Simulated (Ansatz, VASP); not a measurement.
This is a calculation of ZnS (Wurtzite-2H) for VASP 6.6.1.

INCAR

```
PREC = Accurate
ENCUT = 520
EDIFF = 1E-6
ISMEAR = -1
SIGMA = 0.05
LREAL = F
LASPH = T
NELM = 100
ALGO = Normal
ISIF = 2
LWAVE = F
LCHARG = F
NBANDS = 26
```

File KPOINTS:

```
Automatic mesh
0
Gamma
  8 8 5
```

Contents of POSCAR:

```
ZnS
1.0
    3.8857444663      0.0000000000      0.0000000000
   -1.9428722331      3.3651534204      0.0000000000
    0.0000000000      0.0000000000      6.3562663350
Zn S
2 2
Direct
    0.6666666667      0.3333333333      0.5000000000
    0.3333333333      0.6666666667      0.0000000000
    0.6666666667      0.3333333333      0.8850000000
    0.3333333333      0.6666666667      0.3850000000
```

Potentials or basis: VASP PAW LDA potentials, release 64 (Zn, S).

The run is started by

```console
$ cat potpaw_LDA.64/Zn/POTCAR potpaw_LDA.64/S/POTCAR > POTCAR
$ mpirun -np 1 vasp_std > vasp.out
```

Q: Set up the same calculation for Ansatz 0.2.0. Potentials there: all-electron LAPW, scalar-relativistic.

A: As run (the cutoff follows the program's own potentials):

input.yaml

```yaml
crystal:
  lattice:
    - [3.8857444663, 0.0, 0.0]
    - [-1.9428722331, 3.3651534204, 0.0]
    - [0.0, 0.0, 6.356266335]
  atoms:
    - { symbol: Zn, position: [0.6666666667, 0.3333333333, 0.5] }
    - { symbol: Zn, position: [0.3333333333, 0.6666666667, 0.0] }
    - { symbol: S, position: [0.6666666667, 0.3333333333, 0.885] }
    - { symbol: S, position: [0.3333333333, 0.6666666667, 0.385] }
kpoints:
  mp_grid: { grid: [8, 8, 5] }
scf:
  occupations: { method: fermi_dirac, width: 0.05 }
hamiltonian:
  xc: lda
  pseudopotentials: { kind: all_electron, lapw: { basis_error: 0.002 } }
output:
  forces: true
  stress: true
  eigenvalues: true
```

Potentials or basis: all-electron LAPW, scalar-relativistic.

Command:

```bash
$ ansatz run input.yaml --threads 2 --pin off --max-ram 6144MiB --backend cpu --events-out ev --progress --plain --runs-dir out
```

Both were run:

|  | VASP | Ansatz | Ansatz less VASP |
| --- | --- | --- | --- |
| gap on the k mesh at the Fermi level (eV) | 1.74 | 1.72 | -0.027 |
| least direct gap on the mesh (eV) | 1.74 | 1.72 | -0.027 |
| pressure (GPa) | -7.2 | -7.3 | -0.15 |
| largest component of the traceless stress (GPa) | 0.53 | 0.52 | -0.018 |
| rms of the force components (eV/Å) | 0.135 | 0.134 | -0.0015 |

Atom by atom the forces differ by 0.001 eV/Å (rms over components). Ansatz ran all-electron here, so the differences hold the error of VASP's frozen core and of both bases.
